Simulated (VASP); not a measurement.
# W (Im-3m) in VASP: a series of runs

The runs below take W through band structure, with PBE, LDA, PBEsol, AM05.

Everything below comes from runs of VASP 6.6.1. Logs are shortened: lines on timing, memory, paths and dates and some standing lists are left out, and cuts for length are marked.

**1. The crystal as given**

It takes space group Im-3m (No. 229, cubic). The conventional cell has a = 3.165 Å, b = 3.165 Å, c = 3.165 Å, α = 90.00°, β = 90.00°, γ = 90.00°. W (site symmetry m-3m) has 8 W at 2.74 Å as nearest neighbours.

**2. Band structure, PBE**

The input, POSCAR:

```
W
1.0
   -1.5823450000      1.5823450000      1.5823450000
    1.5823450000     -1.5823450000      1.5823450000
    1.5823450000      1.5823450000     -1.5823450000
W
1
Direct
    0.0000000000      0.0000000000      0.0000000000
```

The input, INCAR.step1:

```
PREC     = Accurate       # precision mode
ENCUT    = 520            # plane-wave cutoff, eV
EDIFF    = 1E-6           # SCF threshold, eV
ISMEAR   = -1             # smearing method
SIGMA    = 0.05           # smearing width, eV
LREAL    = False          # projectors in reciprocal space
LASPH    = True           # aspherical terms in the spheres
NELM     = 60             # most SCF steps
ALGO     = Fast           # electronic algorithm
ISIF     = 2              # what is computed and relaxed
LWAVE    = False          # write WAVECAR
LCHARG   = True           # write CHGCAR
LMAXMIX  = 4              # l up to which the mixer works
GGA      = PE             # functional
```

The input, KPOINTS.step1:

```
regular mesh
0
Gamma
  12 12 12
```

The input, INCAR.step2:

```
PREC     = Accurate       # precision mode
ENCUT    = 520            # plane-wave cutoff, eV
EDIFF    = 1E-6           # SCF threshold, eV
ISMEAR   = 0              # smearing method
SIGMA    = 0.05           # smearing width, eV
LREAL    = False          # projectors in reciprocal space
LASPH    = True           # aspherical terms in the spheres
NELM     = 60             # most SCF steps
ALGO     = Fast           # electronic algorithm
ISIF     = 2              # what is computed and relaxed
LWAVE    = False          # write WAVECAR
LCHARG   = False          # write CHGCAR
LMAXMIX  = 4              # l up to which the mixer works
GGA      = PE             # functional
ICHARG   = 11             # starting density
```

The input, KPOINTS.step2:

```
path GHNGPH,PN
10
line-mode
reciprocal
 0.0000000000  0.0000000000  0.0000000000  G
 0.5000000000 -0.5000000000  0.5000000000  H

 0.5000000000 -0.5000000000  0.5000000000  H
 0.0000000000  0.0000000000  0.5000000000  N

 0.0000000000  0.0000000000  0.5000000000  N
 0.0000000000  0.0000000000  0.0000000000  G

 0.0000000000  0.0000000000  0.0000000000  G
 0.2500000000  0.2500000000  0.2500000000  P

 0.2500000000  0.2500000000  0.2500000000  P
 0.5000000000 -0.5000000000  0.5000000000  H

 0.2500000000  0.2500000000  0.2500000000  P
 0.0000000000  0.0000000000  0.5000000000  N
```

Potentials or basis: VASP PAW PBE potentials, release 64 (W_sv).

Command:

```console
cat potpaw_PBE.64/W_sv/POTCAR > POTCAR
cp INCAR.step1 INCAR
cp KPOINTS.step1 KPOINTS
mpirun -np 1 vasp_std > vasp.out
cp INCAR.step2 INCAR
cp KPOINTS.step2 KPOINTS
mpirun -np 1 vasp_std > vasp.out
```

OUTCAR:

```text
PREC = Accurate
   ENCUT = 520
   EDIFF = 1E-6
   ISMEAR = 0
   LREAL = False
   LASPH = True
   NELM = 60
   ISIF = 2
   GGA = PE
   ICHARG = 11

 ion  position               nearest neighbor table
   1  0.000  0.000  0.000-

  LATTYP: Found a body centered cubic cell.
 ALAT       =     3.1646900000

  Lattice vectors:

 A1 = (  -1.5823450000,   1.5823450000,   1.5823450000)
 A2 = (   1.5823450000,  -1.5823450000,   1.5823450000)
 A3 = (   1.5823450000,   1.5823450000,  -1.5823450000)

Analysis of symmetry for initial positions (statically):
=====================================================================
 Subroutine PRICEL returns:
 Original cell was already a primitive cell.

 Routine SETGRP: Setting up the symmetry group for a
 body centered cubic supercell.

 Subroutine GETGRP returns: Found 48 space group operations
 (whereof 48 operations were pure point group operations)
 out of a pool of 48 trial point group operations.

The static configuration has the point symmetry O_h .

Analysis of symmetry for dynamics (positions and initial velocities):
=====================================================================
 Subroutine PRICEL returns:
 Original cell was already a primitive cell.

 Routine SETGRP: Setting up the symmetry group for a
 body centered cubic supercell.

 Subroutine GETGRP returns: Found 48 space group operations
 (whereof 48 operations were pure point group operations)
 out of a pool of 48 trial point group operations.

The dynamic configuration has the point symmetry O_h .

 Subroutine INISYM returns: Found 48 space group operations
 (whereof 48 operations are pure point group operations),
 and found     1 'primitive' translations

----------------------------------------------------------------------------------------

                                     Primitive cell

  volume of cell :      15.8476

  direct lattice vectors                    reciprocal lattice vectors
    -1.582345000  1.582345000  1.582345000     0.000000000  0.315986716  0.315986716
     1.582345000 -1.582345000  1.582345000     0.315986716  0.000000000  0.315986716
     1.582345000  1.582345000 -1.582345000     0.315986716  0.315986716  0.000000000

  length of vectors
     2.740701935  2.740701935  2.740701935     0.446872699  0.446872699  0.446872699

  position of ions in fractional coordinates (direct lattice)
     0.000000000  0.000000000  0.000000000

  ion indices of the primitive-cell ions
   primitive index   ion index
                 1           1

----------------------------------------------------------------------------------------

 KPOINTS: path GHNGPH,PN

Interpolating k-points between supplied coordinates.

 Line segments in fractional coordinates (reciprocal lattice):
    0.000000  0.000000  0.000000  ...  0.500000 -0.500000  0.500000
    0.500000 -0.500000  0.500000  ...  0.000000  0.000000  0.500000
    0.000000  0.000000  0.500000  ...  0.000000  0.000000  0.000000
    0.000000  0.000000  0.000000  ...  0.250000  0.250000  0.250000
    0.250000  0.250000  0.250000  ...  0.500000 -0.500000  0.500000
    0.250000  0.250000  0.250000  ...  0.000000  0.000000  0.500000

 Generated    10 points on each line segment, for a total of     60 k-points:

 Following reciprocal coordinates:
            Coordinates               Weight
  0.000000  0.000000  0.000000      0.016667
  0.055556 -0.055556  0.055556      0.016667
  0.111111 -0.111111  0.111111      0.016667
  0.166667 -0.166667  0.166667      0.016667
  0.222222 -0.222222  0.222222      0.016667
  0.277778 -0.277778  0.277778      0.016667
[... 16 lines left out ...]
  0.000000  0.000000  0.388889      0.016667
  0.000000  0.000000  0.333333      0.016667
 [... further k-points ...]
   k-points           NKPTS =     60   k-points in BZ     NKDIM =     60   number of bands    NBANDS=     11
   number of dos      NEDOS =    301   number of ions     NIONS =      1
   total plane-waves  NPLWV =   8000
   dimension x,y,z NGX =    20 NGY =   20 NGZ =   20
   dimension x,y,z NGXF=    40 NGYF=   40 NGZF=   40
   ions per type =               1
   NGX,Y,Z   is equivalent  to a cutoff of  12.13, 12.13, 12.13 a.u.
   NGXF,Y,Z  is equivalent  to a cutoff of  24.26, 24.26, 24.26 a.u.
 SYSTEM =  unknown system
   PREC   = accura    normal or accurate (medium, high low for compatibility)
   ISTART =      0    job   : 0-new  1-cont  2-samecut
   ICHARG =     11    charge: 1-file 2-atom 10-const
   ISPIN  =      1    spin polarized calculation?
   LNONCOLLINEAR =      F non collinear calculations
   LSORBIT =      F    spin-orbit coupling
   LASPH  =      T    aspherical Exc in radial PAW
   ENCUT  =  520.0 eV  38.22 Ry    6.18 a.u.   5.10  5.10  5.10*2*pi/ulx,y,z
   NELM   =     60;   NELMIN=  2; NELMDL=  0     # of ELM steps
   EDIFF  = 0.1E-05   stopping-criterion for ELM
   LREAL  =      F    real-space projection
   EDIFFG = 0.1E-04   stopping-criterion for IOM
   NSW    =      0    number of steps for IOM
   IBRION =     -1    ionic relax: 0-MD 1-quasi-New 2-CG
   NFREE  =      0    steps in history (QN), initial steepest desc. (CG)
   ISIF   =      2    stress and relaxation
   ISYM   =      2    0-nonsym 1-usesym 2-fastsym
   POTIM  = 0.5000    time-step for ionic-motion
   TEBEG  =    0.0;   TEEND  =   0.0 temperature during run
   PSTRESS=    0.0 pullay stress
   NELECT =      14.0000    total number of electrons
   NUPDOWN=      -1.0000    fix difference up-down
   EMIN   =  10.00;   EMAX   =-10.00  energy-range for DOS
   EFERMI =   0.00;   METHOD = LEGACY
   ISMEAR =     0;   SIGMA  =   0.05  broadening in eV -4-tet -1-fermi 0-gaus
   EFERMI_NEDOS =   21; number of points for ismear=-14 and -15
   IALGO  =     68    algorithm
   IMIX   =      4    mixing-type and parameters
     AMIX     =   0.40;   BMIX     =  1.00
     AMIX_MAG =   1.60;   BMIX_MAG =  1.00
  volume/ion in A,a.u.               =      15.85       106.94
  Fermi-wavevector in a.u.,A,eV,Ry     =   1.570832  2.968442 33.572544  2.467512
  Thomas-Fermi vector in A             =   2.672506
   LORBIT       =      0    0 simple, 1 ext, 2 COOP (PROOUT), +10 PAW based schemes
   GGA     = PE    functional components
   LHFCALC =     F    Hartree Fock is set to
   AEXX    =    0.0000 exact exchange contribution
   IVDW    =     0    specifies the selected vdW correction
   LEPSILON=     F    determine dielectric tensor
   LRPA    =     F    only Hartree local field effects (RPA)
 non-spin polarized calculation
 RMM-DIIS sequential band-by-band and
 Gauss-broadening in eV      SIGMA  =   0.05
  energy-cutoff  :      520.00
  volume of cell :       15.85
 maximum number of plane-waves:       440

 number of electron      14.0000004 magnetization

 Free energy of the ion-electron system (eV)
  ---------------------------------------------------
  ext. energy  EPLUGINS =         0.00000000
  ---------------------------------------------------
  free energy    TOTEN  =       -13.40291648 eV

  energy without entropy =      -13.40258084  energy(sigma->0) =      -13.40274866

 E-fermi :  11.7250     XC(G=0): -13.6429

 val. band max:       11.6694744315   @ k =   0.0000   0.0000   0.4444
 cond. band min:      11.7769529783   @ k =   0.1667  -0.1667   0.5000
 fundamental gap:      0.1074785468
 Fermi energy:        11.7250089344

 k-point     1 :       0.0000    0.0000    0.0000
  band No.  band energies     occupation
      1     -62.7404      2.00000
      2     -26.3013      2.00000
      3     -26.3013      2.00000
      4     -26.3013      2.00000
      5       1.8089      2.00000
      6      10.2166      2.00000
      7      10.2166      2.00000
      8      10.2166      2.00000
      9      13.7080      0.00000
     10      13.7080      0.00000
     11      25.9653      0.00000

 k-point     2 :       0.0556   -0.0556    0.0556
  band No.  band energies     occupation
      1     -62.7324      2.00000
      2     -26.3588      2.00000
      3     -26.3276      2.00000
      4     -26.3276      2.00000
      5       2.1076      2.00000
      6      10.1869      2.00000
      7      10.1869      2.00000
      8      10.3540      2.00000
      9      13.2503      0.00000
     10      13.8651      0.00000
     11      26.4699      0.00000

 k-point     3 :       0.1111   -0.1111    0.1111
  band No.  band energies     occupation
      1     -62.7097      2.00000
      2     -26.5121      2.00000
      3     -26.4037      2.00000
      4     -26.4037      2.00000
      5       2.9559      2.00000
      6      10.1570      2.00000
      7      10.1570      2.00000
      8      10.7606      2.00000
      9      12.1126      0.00000
     10      14.2833      0.00000
     11      27.7844      0.00000

 k-point     4 :       0.1667   -0.1667    0.1667
  band No.  band energies     occupation
      1     -62.6758      2.00000
      2     -26.7142      2.00000
      3     -26.5214      2.00000
      4     -26.5214      2.00000
      5       4.2103      2.00000
      6      10.2578      2.00000
      7      10.2578      2.00000
      8      10.6991      2.00000
      9      11.4199      2.00000
     10      14.7674      0.00000
     11      27.8520      0.00000
[... 239 lines left out ...]
 k-point    22 :       0.0000    0.0000    0.4444
  band No.  band energies     occupation
      1     -62.6102      2.00000
      2     -27.5537      2.00000
      3     -26.7086      2.00000
      4     -26.3084      2.00000
      5       5.1837      2.00000
      6       7.9327      2.00000
      7      11.6695      1.88376
      8      13.6781      0.00000
      9      14.5180      0.00000
     10      17.1735      0.00000
     11      22.9646      0.00000

 k-point    23 :       0.0000    0.0000    0.3889
  band No.  band energies     occupation
      1     -62.6219      2.00000
      2     -27.4491      2.00000
      3     -26.6733      2.00000
      4     -26.3077      2.00000
      5       5.1836      2.00000
      6       8.0980      2.00000
      7      10.7686      2.00000
      8      13.6529      0.00000
      9      14.3564      0.00000
     10      16.1316      0.00000
     11      23.8007      0.00000

 k-point    24 :       0.0000    0.0000    0.3333
  band No.  band energies     occupation
      1     -62.6399      2.00000
      2     -27.2863      2.00000
      3     -26.6187      2.00000
      4     -26.3067      2.00000
      5       5.0300      2.00000
      6       8.3622      2.00000
      7       9.9707      2.00000
      8      13.4523      0.00000
      9      14.1564      0.00000
     10      14.8512      0.00000
     11      24.7304      0.00000

 [... further k-points ...]

------------------------ aborting loop because EDIFF is reached ----------------------------------------

  FORCE on cell =-STRESS in cart. coord.  units (eV):
  Direction    XX          YY          ZZ          XY          YZ          ZX
  --------------------------------------------------------------------------------------
  -------------------------------------------------------------------------------------
  Total        1.3489574      1.3489574      1.3489574      0.0000000      0.0000000      0.0000000
  in kB      136.3783097    136.3783097    136.3783097      0.0000000      0.0000000      0.0000000
  external PRESSURE =     136.3783097 kB  Pullay stress =       0.0000000 kB

 VOLUME and BASIS-vectors are now :
 -----------------------------------------------------------------------------
  energy-cutoff  :      520.00
  volume of cell :       15.85
      direct lattice vectors                 reciprocal lattice vectors
    -1.582345000  1.582345000  1.582345000     0.000000000  0.315986716  0.315986716
     1.582345000 -1.582345000  1.582345000     0.315986716  0.000000000  0.315986716
     1.582345000  1.582345000 -1.582345000     0.315986716  0.315986716  0.000000000

 POSITION                                       TOTAL-FORCE (eV/Angst)
 -----------------------------------------------------------------------------------
      0.00000      0.00000      0.00000        -0.000000      0.000000     -0.000000
 -----------------------------------------------------------------------------------
    total drift:                               -0.000000     -0.000000      0.000000

  FREE ENERGIE OF THE ION-ELECTRON SYSTEM (eV)
  ---------------------------------------------------
  free  energy   TOTEN  =       -13.4029164786 eV

  energy  without entropy=      -13.4025808400  energy(sigma->0) =      -13.40274866
```

Run time: 7.1 s. Hardware: 1 thread of Intel Xeon 6975P-C (Granite Rapids), shared host; peak memory 0.13 GiB.

What came out:

| Quantity | Value |
| --- | --- |
| Band gap along the path | none (metal or under the smearing width) |

Levels at the corners of the path, in eV from the Fermi level:
```tsv
point	band 5	band 6	band 7	band 8	band 9	band 10
Γ	-9.55	-1.14	-1.14	-1.14	2.35	2.35
H	-5.75	-5.75	5.26	5.26	5.26	8.34
H	-5.75	-5.75	5.26	5.26	5.26	8.34
N	-6.19	-3.48	0.77	2.24	3.22	6.24
N	-6.19	-3.48	0.77	2.24	3.22	6.24
Γ	-9.55	-1.14	-1.14	-1.14	2.35	2.35
Γ	-9.55	-1.14	-1.14	-1.14	2.35	2.35
P	-2.88	-2.88	-2.88	3.39	3.39	6.71
P	-2.88	-2.88	-2.88	3.39	3.39	6.71
H	-5.75	-5.75	5.26	5.26	5.26	8.34
P	-2.88	-2.88	-2.88	3.39	3.39	6.71
N	-6.19	-3.48	0.77	2.24	3.22	6.24
```

Caveat: the log is that of the step along the path at fixed density, whose energy, stress, charges and moments have no meaning; spin-orbit coupling is left out, which moves the levels of the heavy elements.

(Part 1 of 4 ends here.)
